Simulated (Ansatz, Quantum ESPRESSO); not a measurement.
**GaP (zinc blende): bulk modulus from a few volumes**

How stiff is zinc blende GaP under hydrostatic load? Each row scales the relaxed cell evenly and relaxes the atoms. The phase is followed to these pressures whether or not it stays the stable one.

Calculated with Ansatz 0.2.0, PBEsol, PAW files of the set soft_1, cutoff 600 eV, Fermi–Dirac smearing 0.02 eV, k-mesh 9×9×9, no spin polarisation, no spin-orbit coupling.

Reference cell, relaxed at zero pressure with PBEsol (F-43m): a = 3.8459 Å, b = 3.8459 Å, c = 3.8459 Å, α = 60.00°, β = 60.00°, γ = 60.00°.

```
atom       x       y       z
  Ga  0.0000  0.0000  0.0000
   P  0.7500  0.7500  0.7500
```

```csv
V (Å³/atom),V/V0,P (GPa),E − E0 (meV/atom)
18.9050,0.9400,6.034,21.5
19.3072,0.9600,3.801,9.2
20.5139,1.0200,−1.609,2.1
20.9162,1.0400,−3.051,7.9
21.3184,1.0600,−4.342,17.2
```

V0 = 20.1117 Å³ an atom, where the residual pressure P0 is +0.001 GPa. **Question.** Fit the Birch–Murnaghan law and give the pressure and the energy at V = 19.7095 Å³ an atom, a row left out above.

With the Eulerian strain f = ½[(V0/V)^(2/3) − 1] and F = (P − P0)/[3f(1 + 2f)^(5/2)], the third-order law is the line F = B0 + (3/2) B0 (B′ − 4) f.

| f | F (GPa) |
| --- | --- |
| 0.02106 | 86.15 |
| 0.01379 | 85.78 |
| −0.00656 | 84.59 |
| −0.01290 | 84.16 |
| −0.01905 | 83.74 |

A straight line through the 5 rows: the means are −0.000732 for f and 84.884 for F, Σ(Δx)² = 0.001203 and ΣΔxΔy = 0.07208, so the slope is 0.07208/0.001203 = 59.899 and the intercept 84.884 − (59.899)(−0.000732) = 84.928.

Hence B0 = 84.9 GPa and B′ = 4 + (59.9)/(1.5 × 84.9) = 4.47. For the withheld volume f = 0.00678, F = 85.33 GPa and P = 1.80 GPa. The run itself gives 1.80 GPa, so the estimate misses by 0.00 GPa, a rounding's worth.

Integrating the same law gives E − E0 = (9/2) B0 V0 f²[1 + (B′ − 4) f] + P0(V0 − V), with 1 GPa Å³ = 6.2415 meV: 2.2 meV an atom. The run itself gives 2.2 meV, so the estimate misses by 0.0 meV, a rounding's worth.

The same fit over all rows at other levels or in other programs gives B0 = 88 GPa with r2SCAN (Ansatz), 85 GPa with PBEsol (Quantum ESPRESSO, PseudoDojo) and 90 GPa with LDA (Quantum ESPRESSO, GBRV).

[Logs are printed without paths, hosts, clocks, repeated set-up lines and the standing remarks that a program may print on its own settings, such as how far it seeks lower states.]
